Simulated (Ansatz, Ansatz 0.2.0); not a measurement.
# High-frequency dielectric constant of LiF: r²SCAN within 3 % of the reference, PBE and LDA too high

## Starting point

The reference value is the high-frequency dielectric constant of rocksalt LiF, ε∞ = 1.93, taken from a printed reference work on infrared lattice vibrations and dielectric constants of crystals. It is a compiled value, and the method behind it is not stated. Most probably it is an electronic, clamped-ion constant, derived from the refractive index at frequencies above the lattice vibrations and well below the gap, on a crystal at room temperature. That reading is an inference from how such constants are usually obtained. If it holds, the quantity corresponds directly to the static electronic response computed with the nuclei held fixed. The crystal is cubic, so a single number describes the whole tensor.

| compared with | measured | source's wording or label | method |
| --- | --- | --- | --- |
| ε∞ | 1.93 | high-frequency dielectric constant | compiled value, method not stated |

Conditions are those given with the value in the passage it was taken from; "not stated" means there, and the paper may say more elsewhere.

## Choices

The aim is to reproduce ε∞ to within 5 %, about 0.1 in absolute terms. LDA and GGA functionals typically overestimate this constant by roughly 5 to 10 % in wide-gap ionic crystals, so the target separates a useful result from the ordinary error. Temperature and zero-point motion, absent from the calculation, should matter at the level of a percent or so.

The model is the two-atom primitive cell at the diffraction lattice constant, 4.028 Å, with the electronic response obtained by linear response including local fields. Fixing the cell at experiment keeps errors in the predicted volume out of the dielectric constant. The level chosen is r²SCAN. LDA and PBE are cheaper but close the gap further, which makes the electrons too polarisable and ε∞ too large; they are passed over as primary levels. A neighbouring functional will be set beside the result for scale, and the sensitivity to the cell will be examined.

System: LiF, rocksalt; Fm-3m (No. 225), 2 atoms in the primitive cell; the database structure is a diffraction structure: a = 4.028 Å.

## 1. r²SCAN at the diffraction cell

The meta-GGA opens the gap relative to PBE at moderate extra cost, and the 8×8×8 mesh should be ample for an insulator with such flat valence bands. A value slightly above the reference is expected, since the gap remains too small even at this level.

**Run 1.** Ansatz 0.2.0: r2SCAN, database cell, cutoff 500 eV (default), 8x8x8 k mesh, fixed occupations; ε∞ by linear response.

Key lines of the input:
```
crystal:
  # lattice and atoms
kpoints:
  mp_grid: { grid: [8, 8, 8] }
hamiltonian:
  xc: r2scan
scf:
  occupations: { method: fixed }
dielectric: {}
```

Command:
```
ansatz run input.yaml --threads 4 --pin off --max-ram 8192MiB --backend cpu --events-out ev --progress --plain --runs-dir out
```

Selected lines of the output:
```
  ε∞ (high-frequency dielectric tensor):
        1.984238    -0.000000     0.000000
        0.000000     1.984238    -0.000000
        0.000000     0.000000     1.984238
```

Converged; 2.3 s on 4 cores of Arm Neoverse V2, shared host (all steps together).

| quantity | run 1 | measured | deviation |
| --- | --- | --- | --- |
| ε∞ | 1.984 | 1.93 | +0.054 (+2.8 %) |

The r²SCAN constant lies 2.8 % above the reference, inside the 5 % target and on the expected side. The tensor is isotropic, as cubic symmetry requires.

## 2. PBE at fixed and relaxed cells

PBE at the same diffraction cell shows how much of the agreement is owed to the meta-GGA. A second PBE calculation at its own relaxed cell measures how strongly ε∞ depends on the volume. PBE is expected to give a larger constant than r²SCAN at the fixed cell, and to expand the lattice by about 1 %. The effect of that expansion is harder to foresee: fewer electrons per volume lower ε∞, while the more polarisable ions of a looser lattice raise it.

**Run 2.** Ansatz 0.2.0: PBE, database cell, cutoff 420 eV (default), 8x8x8 k mesh, fixed occupations; ε∞ by linear response.

Key lines of the input, as changed from run 1:
```diff
  hamiltonian:
-   xc: r2scan
+   xc: pbe
```

Selected lines of the output:
```
  ε∞ (high-frequency dielectric tensor):
        2.057886    -0.000000    -0.000000
```

Converged; 1.6 s, same machine (all steps together).

**Run 3.** Ansatz 0.2.0: PBE, cell relaxed with the same functional, cutoff 420 eV (default), 8x8x8 k mesh, fixed occupations; ε∞ by linear response.

Key lines of the input, as changed from run 2:
```diff
  crystal:
-   # lattice and atoms
+   lattice:
+     - [0.0, 2.0338775761, 2.0338775761]
+     - [2.0338775761, 0.0, 2.0338775761]
+     - [2.0338775761, 2.0338775761, 0.0]
+   # atoms
```

Selected lines of the output:
```
  ε∞ (high-frequency dielectric tensor):
        2.049108     0.000000    -0.000000
```

Converged; 2.7 s, same machine (all steps together).

| quantity | run 2 | run 3 | measured |
| --- | --- | --- | --- |
| ε∞ | 2.058 | 2.049 | 1.93 |
| a (Å) | – | 4.068 |  |

At the diffraction cell PBE gives 2.058, which is 6.6 % above the reference and outside the target. The r²SCAN value is lower by 0.074, so more than half of the PBE excess disappears with the change of functional. The two calculations also differ in default cutoff, an effect not separated here.

Relaxation with PBE lengthens the lattice constant from 4.028 to 4.068 Å, by 1.0 %, and lowers ε∞ by only 0.009. In the picture given above, the dilution of the electrons slightly outweighs the greater polarisability of the ions; the two terms were not separated here. The choice of cell matters far less than the choice between these two functionals, and relaxing the cell does not bring PBE within the target.

## 3. LDA at fixed and relaxed cells

LDA contracts the lattice where PBE expands it, so the same pair of calculations tests the weak volume dependence from the compressed side. It also shows whether the overestimate is peculiar to PBE or shared by the simpler functional. At the fixed cell LDA is expected close to PBE and above r²SCAN; on contraction ε∞ should rise slightly, if the trend found with PBE carries over.

**Run 4.** Ansatz 0.2.0: LDA, database cell, cutoff 420 eV (default), 8x8x8 k mesh, fixed occupations; ε∞ by linear response.

Key lines of the input, as changed from run 1:
```diff
  hamiltonian:
-   xc: r2scan
+   xc: lda
```

Selected lines of the output:
```
  ε∞ (high-frequency dielectric tensor):
        2.091416    -0.000000    -0.000000
```

Converged; 1.5 s, same machine (all steps together).

**Run 5.** Ansatz 0.2.0: LDA, cell relaxed with the same functional, cutoff 420 eV (default), 8x8x8 k mesh, fixed occupations; ε∞ by linear response.

Key lines of the input, as changed from run 4:
```diff
  crystal:
-   # lattice and atoms
+   lattice:
+     - [0.0, 1.9544841816, 1.9544841816]
+     - [1.9544841816, 0.0, 1.9544841816]
+     - [1.9544841816, 1.9544841816, 0.0]
+   # atoms
```

Selected lines of the output:
```
  ε∞ (high-frequency dielectric tensor):
        2.118173    -0.000000    -0.000000
```

Converged; 2.8 s, same machine (all steps together).

| quantity | run 4 | run 5 | measured |
| --- | --- | --- | --- |
| ε∞ | 2.091 | 2.118 | 1.93 |
| a (Å) | – | 3.909 |  |

At the diffraction cell LDA gives 2.091, 8.4 % above the reference and 0.034 above PBE. The overestimate is thus shared by both simpler functionals, and r²SCAN lies below the two of them at the same geometry.

Relaxation with LDA shortens the lattice constant by about 0.12 Å, or 3 %, and raises ε∞ by 0.027, to almost 10 % above the reference. The sign agrees with the PBE pair, and so does the size: in both cases ε∞ changes by roughly 0.2 per Å of lattice constant, falling as the cell grows. On that scale, an error of a few hundredths of an ångström in the cell would shift ε∞ by less than 0.01, provided r²SCAN responds to volume much as LDA and PBE do, which was not tested.

## Table of results

| run | settings | ε∞ | deviation | cost |
| --- | --- | --- | --- | --- |
| 1 | r2SCAN, cutoff 500 eV | 1.984 | +0.054 (+2.8 %) | under 1 core-min |
| 2 | PBE, database cell, cutoff 420 eV (default) | 2.058 | +0.128 (+6.6 %) | under 1 core-min |
| 3 | PBE, cell relaxed with the same functional | 2.049 | +0.119 (+6.2 %) | under 1 core-min |
| 4 | LDA, database cell, cutoff 420 eV (default) | 2.091 | +0.161 (+8.4 %) | under 1 core-min |
| 5 | LDA, cell relaxed with the same functional | 2.118 | +0.188 (+9.8 %) | under 1 core-min |
|  | measured | 1.93 |  |  |

## Judgement

The r²SCAN calculation at the diffraction cell meets the 5 % target: ε∞ = 1.984 against 1.93, an excess of 2.8 %, for less than one core-minute. PBE and LDA miss the target at both the diffraction cell and their own relaxed cells.

The decisive step was the choice of functional. At the same cell r²SCAN lies 0.074 below PBE and 0.107 below LDA, though its default cutoff was also higher. The relaxed cells served only to show that ε∞ depends weakly on volume. The LDA pair confirmed this but did not bear on the r²SCAN result directly; its place would have been better given to a check at the r²SCAN level.

The remaining excess of 0.054 has the sign expected from a gap that is still too small, which makes the electrons too polarisable. This cause could account for all of it, but it is argued from theory: gaps were not examined here. Thermal expansion is already contained in the diffraction cell if it was measured near the temperature of the reference. The vibration of the nuclei about their sites may contribute a percent or so, with a sign not established by these calculations; a shift of that size would not carry the result outside the target. An error in the cell of a few hundredths of an ångström would matter less still, if r²SCAN follows the volume dependence of the other two functionals.

Convergence of the r²SCAN value with k mesh and cutoff was not tested, so a partial cancellation between numerical error and the error of the functional cannot be excluded. The reference also carries some uncertainty of interpretation, being a compiled value whose method is not stated.

[Logs are printed without paths, hosts, clocks, repeated set-up lines and the standing remarks that a program may print on its own settings, such as how far it seeks lower states.]

[The runs shown are a pick from a larger set of finished runs; failed, doubtful and other runs were left out of it ahead of writing. So were measured values far from every level or from commonly accepted values, and agreement can look better than it is. Lines of input and output are excerpts and may be shortened.]
